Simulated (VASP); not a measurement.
The system is Ni2Ge.

```
Ni Ge
1.0
     4.05942    0.00000    0.00000
    -2.02971    3.51556    0.00000
     0.00000    0.00000    3.16990
Ni Ge
2 1
Direct
  0.33333 0.66667 0.00000
  0.66667 0.33333 0.00000
  0.00000 0.00000 0.50000
```

The cell was built by a generator and needn't be a form met in nature.

| Item | Value |
| --- | --- |
| Program | VASP 6.6.1 |
| Task | relaxation of cell and atoms |
| Functional | PBE |
| Potentials or basis | VASP PAW PBE potentials, release 64 (Ni, Ge_d) |
| Cutoff | 520 eV |
| k mesh | 6 × 6 × 7 |
| Occupations | gaussian, width 0.15 eV |
| Spin | collinear spin, ferromagnetic start |
| Starting moments | [1.0, 1.0, 0.0] μB |

At the start: pressure -11.7 GPa; volume 15.08 Å³/atom.

**Question.** How do energy, volume and symmetry change on relaxing?

**Answer.** Over 7 steps the energy falls by 184.2 meV/atom and the volume is 12.45 Å³/atom (-17.5 %); space group P6/mmm (No. 191, to 0.05 Å); moment 0.03 μB per cell.

Step by step:
```csv
step,energy change (eV),largest force (eV/Å),pressure (GPa),volume (Å³)
1,0.0000,0.0000,-11.74,45.24
2,-0.3099,0.0000,2.11,38.37
3,-0.3106,0.0000,1.88,38.48
4,-0.4612,0.0000,4.14,37.22
5,-0.5207,0.0000,6.30,36.01
6,-0.5243,0.0000,-4.65,38.70
7,-0.5525,0.0000,-0.06,37.34
```

Final structure:
```cif
data_structure
_symmetry_space_group_name_H-M 'P 1'
_symmetry_Int_Tables_number 1
_cell_length_a 4.0520
_cell_length_b 4.0520
_cell_length_c 2.6258
_cell_angle_alpha 90.000
_cell_angle_beta 90.000
_cell_angle_gamma 120.000
_cell_volume 37.34
loop_
_atom_site_label
_atom_site_type_symbol
_atom_site_fract_x
_atom_site_fract_y
_atom_site_fract_z
_atom_site_occupancy
Ni1 Ni 0.33333 0.66667 0.00000 1
Ni2 Ni 0.66667 0.33333 0.00000 1
Ge1 Ge 0.00000 0.00000 0.50000 1
```

Caveat: the volume moved by over 15 % at a fixed basis, so the end points are rough.
